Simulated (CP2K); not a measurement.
# Ta (P6_3/mmc) in CP2K: reference runs

Reference runs on Ta: the cell as given and a disturbed copy.

Program: CP2K 2026.2. These are calculated values, not measurements. Logs are shortened: lines on timing, memory, paths and dates and some standing lists are left out, and cuts for length are marked.

### Step 1. Starting point

It takes space group P6_3/mmc (No. 194, hexagonal). The conventional cell has a = 2.900 Å, b = 2.900 Å, c = 5.166 Å, α = 90.00°, β = 90.00°, γ = 120.00°. Ta (site symmetry -6m2) is surrounded by 12 Ta at 2.90 to 3.08 Å.

This isn't the form of Ta at room conditions, which is bcc.

### Step 2. Single point, PBEsol

Input file ta_scf.inp:

```
&GLOBAL
  PROJECT ta_scf
  RUN_TYPE ENERGY_FORCE
  PRINT_LEVEL LOW
&END GLOBAL
&FORCE_EVAL
  METHOD QS
  STRESS_TENSOR ANALYTICAL
  &DFT
    BASIS_SET_FILE_NAME BASIS_MOLOPT_UZH
    POTENTIAL_FILE_NAME POTENTIAL_UZH
    &MGRID
      CUTOFF 450
      REL_CUTOFF 60
      NGRIDS 4
    &END MGRID
    &QS
      METHOD GPW
      EPS_DEFAULT 1.0E-10
    &END QS
    &KPOINTS
      SCHEME MONKHORST-PACK 11 11 5
      GAMMA_CENTERED T
      SYMMETRY T
      SYMMETRY_BACKEND SPGLIB
    &END KPOINTS
    &SCF
      SCF_GUESS ATOMIC
      EPS_SCF 1.0E-6
      MAX_SCF 100
      ADDED_MOS 16
      CHOLESKY OFF
      EPS_EIGVAL 1.0E-7
      &DIAGONALIZATION ON
        ALGORITHM STANDARD
      &END DIAGONALIZATION
      &MIXING ON
        METHOD BROYDEN_MIXING
        ALPHA 0.4
        BETA 1.5
        NBUFFER 8
      &END MIXING
      &SMEAR ON
        METHOD FERMI_DIRAC
        ELECTRONIC_TEMPERATURE [K] 580.226
      &END SMEAR
    &END SCF
    &XC
      &XC_FUNCTIONAL
        &GGA_X_PBE_SOL
        &END GGA_X_PBE_SOL
        &GGA_C_PBE_SOL
        &END GGA_C_PBE_SOL
      &END XC_FUNCTIONAL
    &END XC
    &PRINT
      &KPOINTS ON
      &END KPOINTS
      &MULLIKEN ON
      &END MULLIKEN
      &MO ON
        ENERGIES T
        OCCUPATION_NUMBERS T
        &EACH
          QS_SCF 0
        &END EACH
        ADD_LAST NUMERIC
      &END MO
      &LOWDIN ON
      &END LOWDIN
      &HIRSHFELD ON
        SHAPE_FUNCTION DENSITY
      &END HIRSHFELD
    &END PRINT
  &END DFT
  &SUBSYS
    &CELL
      A 2.9003720726 0.0000000000 0.0000000000
      B -1.4501860363 2.5117958953 0.0000000000
      C 0.0000000000 0.0000000000 5.1662740000
      PERIODIC XYZ
    &END CELL
    &COORD
      Ta  -0.0000000001 1.6745305970 1.2915685000
      Ta  1.4501860364 0.8372652983 3.8747055000
    &END COORD
    &KIND Ta
      BASIS_SET TZVP-MOLOPT-PBE-GTH-q13
      POTENTIAL GTH-PBE-q13
    &END KIND
    &PRINT
      &ATOMIC_COORDINATES ON
      &END ATOMIC_COORDINATES
      &CELL ON
      &END CELL
      &SYMMETRY ON
      &END SYMMETRY
    &END PRINT
  &END SUBSYS
  &PRINT
    &FORCES ON
    &END FORCES
    &STRESS_TENSOR ON
    &END STRESS_TENSOR
  &END PRINT
&END FORCE_EVAL
```

Potentials or basis: POTENTIAL_UZH Ta GTH-PBE-q13; TZVP-MOLOPT-PBE-GTH basis.

Started as:

```sh
OMP_NUM_THREADS=1 cp2k.psmp -i ta_scf.inp -o ta_scf.out
```

ta_scf.out:

```text

 CP2K| version string:                                       CP2K version 2026.2
 CP2K| Input file name                                                ta_scf.inp

 GLOBAL| Force Environment number                                              1
 GLOBAL| Basis set file name                                    BASIS_MOLOPT_UZH
 GLOBAL| Potential file name                                       POTENTIAL_UZH
 GLOBAL| MM Potential file name                                     MM_POTENTIAL
 GLOBAL| Coordinate file name                                      __STD_INPUT__
 GLOBAL| Method name                                                        CP2K
 GLOBAL| Project name                                                     ta_scf
 GLOBAL| Run type                                                   ENERGY_FORCE
 GLOBAL| FFT library                                                       FFTW3
 GLOBAL| Diagonalization library                                       ScaLAPACK
 GLOBAL| Cholesky decomposition library                                ScaLAPACK
 GLOBAL| DGEMM library                                                      BLAS
 GLOBAL| Direct generalized diagonalization requested                          F
 GLOBAL| Matrix multiplication library                                 ScaLAPACK
 GLOBAL| Global print level                                                  LOW
 GLOBAL| Total number of message passing processes                             1
 GLOBAL| Number of threads for this process                                    1
 GLOBAL| CPU model name           Intel(R) Xeon(R) Platinum 8259CL CPU @ 2.50GHz

 CELL| Volume [angstrom^3]:                                            37.637043
 CELL| Vector a [angstrom]:       2.900     0.000     0.000   |a| =     2.900372
 CELL| Vector b [angstrom]:      -1.450     2.512     0.000   |b| =     2.900372
 CELL| Vector c [angstrom]:       0.000     0.000     5.166   |c| =     5.166274
 CELL| Angle (b,c), alpha [degree]:                                    90.000000
 CELL| Angle (a,c), beta  [degree]:                                    90.000000
 CELL| Angle (a,b), gamma [degree]:                                   120.000000
 CELL| Numerically orthorhombic:                                              NO
 CELL| Periodicity                                                           XYZ

 CELL_REF| Volume [angstrom^3]:                                        37.637043
 CELL_REF| Vector a [angstrom     2.900     0.000     0.000   |a| =     2.900372
 CELL_REF| Vector b [angstrom    -1.450     2.512     0.000   |b| =     2.900372
 CELL_REF| Vector c [angstrom     0.000     0.000     5.166   |c| =     5.166274
 CELL_REF| Angle (b,c), alpha [degree]:                                90.000000
 CELL_REF| Angle (a,c), beta  [degree]:                                90.000000
 CELL_REF| Angle (a,b), gamma [degree]:                               120.000000
 CELL_REF| Numerically orthorhombic:                                          NO
 CELL_REF| Periodicity                                                       XYZ

 GENERATE|  Preliminary Number of Bonds generated:                             0
 GENERATE|  Achieved consistency in connectivity generation.

 *******************************************************************************
 *******************************************************************************
 **            Copyright (C) by CP2K developers group (2000-2026)             **
 *******************************************************************************

 TOTAL NUMBERS AND MAXIMUM NUMBERS

  Total number of            - Atomic kinds:                                   1
                             - Atoms:                                          2
                             - Shell sets:                                     2
                             - Shells:                                        22
                             - Primitive Cartesian functions:                 12
                             - Cartesian basis functions:                     82
                             - Spherical basis functions:                     70

  Maximum angular momentum of- Orbital basis functions:                        3
                             - Local part of the GTH pseudopotential:          2
                             - Non-local part of the GTH pseudopotential:      4

 MODULE QUICKSTEP: ATOMIC COORDINATES IN ANGSTROM

   Atom Kind Element         X             Y             Z       Z(eff)     Mass
      1    1 Ta   73     -0.000000      1.674531      1.291568  13.0000 180.9479
      2    1 Ta   73      1.450186      0.837265      3.874706  13.0000 180.9479

 Crystal Symmetry Information
       International Symbol:                                            P6_3/mmc
       Point Group Symbol:                                                 6/mmm
       Schoenflies Symbol:                                                 D6h^4
[... 39 lines left out ...]
 BRILLOUIN|     1           0.01983       -0.45455       -0.45455       -0.40000
 BRILLOUIN|     2           0.01983       -0.45455       -0.45455       -0.20000
 BRILLOUIN|     3           0.00992       -0.45455       -0.45455        0.00000
 BRILLOUIN|     4           0.03967       -0.45455       -0.36364       -0.40000
 BRILLOUIN|     5           0.03967       -0.45455       -0.36364       -0.20000
 BRILLOUIN|     6           0.01983       -0.45455       -0.36364        0.00000
[... 32 lines left out ...]
 BRILLOUIN|    39           0.00992       -0.18182        0.00000        0.00000
 BRILLOUIN|    40           0.01983       -0.18182        0.09091       -0.40000
 [... further k-points ...]
 *******************************************************************************

 Extrapolation method: initial_guess

 Number of electrons:                                                         26
 Number of occupied orbitals:                                                 13
 Number of molecular orbitals:                                                29

 Number of orbital functions:                                                 70
 Number of independent orbital functions:                                     70

 SCF WAVEFUNCTION OPTIMIZATION

  Step     Update method      Time    Convergence         Total energy    Change
  ------------------------------------------------------------------------------
     1 NoMix/Diag. 0.40E+00   11.6     0.86208749      -117.0296719052 -1.17E+02
     2 Broy./Diag. 0.40E+00   11.2     0.02099266      -117.2801849384 -2.51E-01
     3 Broy./Diag. 0.40E+00   11.8     0.05084912      -116.5602687934  7.20E-01
     4 Broy./Diag. 0.40E+00   11.7     0.00360507      -116.1585574426  4.02E-01
     5 Broy./Diag. 0.40E+00   11.4     0.00295161      -116.1822968526 -2.37E-02
     6 Broy./Diag. 0.40E+00   11.6     0.00030690      -116.1874848317 -5.19E-03
     7 Broy./Diag. 0.40E+00   12.2     0.00017095      -116.1886251304 -1.14E-03
     8 Broy./Diag. 0.40E+00   11.9     0.00002672      -116.1885563809  6.87E-05
     9 Broy./Diag. 0.40E+00   12.0     0.00001870      -116.1884144563  1.42E-04
    10 Broy./Diag. 0.40E+00   12.2     0.00000149      -116.1883840799  3.04E-05
    11 Broy./Diag. 0.40E+00   11.9     0.00000102      -116.1883845932 -5.13E-07
    12 Broy./Diag. 0.40E+00   11.8     0.00000025      -116.1883849753 -3.82E-07

  *** SCF run converged in    12 steps ***

  Electronic density on regular grids:        -26.0000000001       -0.0000000001
  Core density on regular grids:               25.9999999971       -0.0000000029
  Total charge density on r-space grids:       -0.0000000030
  Total charge density g-space grids:          -0.0000000030

  Overlap energy of the core charge distribution:               0.00000000036155
  Self energy of the core charge distribution:               -173.27294007152298
  Core Hamiltonian energy:                                     36.97722830128857
  Hartree energy:                                              33.62142316319042
  Exchange-correlation energy:                                -13.51340371601598
  Electronic entropic energy:                                  -0.00069265224346
  Fermi energy:                                                 0.46723557795444

  Total energy:                                              -116.18838497531313
  Total energy (extrapolated to T->0):                       -116.18803864919140

 MO| EIGENVALUES AND OCCUPATION NUMBERS FOR K POINT 1
 MO|
 MO|  Index      Eigenvalue [a.u.]        Eigenvalue [eV]             Occupation
 MO|      1              -1.997617             -54.357918               2.000000
 MO|      2              -1.997410             -54.352285               2.000000
 MO|      3              -0.802710             -21.842841               2.000000
 MO|      4              -0.801349             -21.805828               2.000000
 MO|      5              -0.778478             -21.183454               2.000000
 MO|      6              -0.775927             -21.114041               2.000000
[... 476 lines left out ...]
 MO|     28               1.275142              34.698386               0.000000
 MO|     29               1.347432              36.665477               0.000000
 MO| Sum:                                                              24.079859
 MO| E(Fermi):            0.467236 a.u.         12.714127 eV

 [... the levels of further k-points ...]

 !-----------------------------------------------------------------------------!
                     Mulliken Population Analysis

 #  Atom  Element  Kind  Atomic population                           Net charge
       1     Ta       1         13.000000                             -0.000000
       2     Ta       1         13.000000                              0.000000
 # Total charge                             26.000000                  0.000000

 !-----------------------------------------------------------------------------!

 !-----------------------------------------------------------------------------!
                           Hirshfeld Charges

  #Atom  Element  Kind  Ref Charge     Population                    Net charge
      1       Ta     1      13.000         13.000                         0.000
      2       Ta     1      13.000         13.000                         0.000

  Total Charge                                                            0.000
 !-----------------------------------------------------------------------------!

 LOWDIN POPULATION ANALYSIS

 #  Atom  Element  Kind  Atomic population                           Net charge
       1     Ta       1         13.000000                             -0.000000
       2     Ta       1         13.000000                              0.000000
 # Total charge                             26.000000                  0.000000

 ENERGY| Total FORCE_EVAL ( QS ) energy [hartree]           -116.188384961997585

 FORCES| Atomic forces [hartree/bohr]
 FORCES|   Atom     x               y               z               |f|
 FORCES|      1  6.84234894E-12  3.81376902E-08 -1.78695260E-10   3.81381095E-08
 FORCES|      2 -6.58777125E-12 -3.81375380E-08  1.78717722E-10   3.81379573E-08
 FORCES| Sum     2.54577696E-13  1.52235346E-13  2.24618481E-14
 FORCES| Total atomic force                                       2.97472584E-13

 STRESS| Analytical stress tensor [bar]
 STRESS|                        x                   y                   z
 STRESS|      x       -7.42706224757E+04  -3.17562216748E-03   6.32648853637E-09
 STRESS|      y       -3.17562216748E-03  -7.42712234295E+04  -2.89299601922E-07
 STRESS|      z        6.32648853637E-09  -2.89299601922E-07  -6.26855767144E+04
 STRESS| 1/3 Trace                                            -7.04091408732E+04
 STRESS| Determinant                                          -3.45784297463E+14

 STRESS| Eigenvectors and eigenvalues of the analytical stress tensor [bar]
 STRESS|                        1                   2                   3
 STRESS| Eigenvalues  -7.42712234462E+04  -7.42706224589E+04  -6.26855767144E+04
 STRESS|      x           0.005284082206      0.999986039140      0.000000000001
 STRESS|      y           0.999986039140     -0.005284082206     -0.000000000025
 STRESS|      z           0.000000000025     -0.000000000001      1.000000000000
```

Wall time 2.9 min (1 thread of Intel Xeon Platinum 8259CL at 2.50GHz (Skylake/Cascade Lake), shared host); peak memory 0.44 GiB.

What came out:

* Free energy: -3161.6467 eV
* Pressure: -7.0 GPa
* Band gap on the k mesh: none (metal or under the smearing width)

Caveat: the potentials were made for another functional, which shifts forces and pressure; the basis of atomic orbitals isn't converged, which shifts pressures, moduli and gaps.

(Continued in part 2 of 2.)
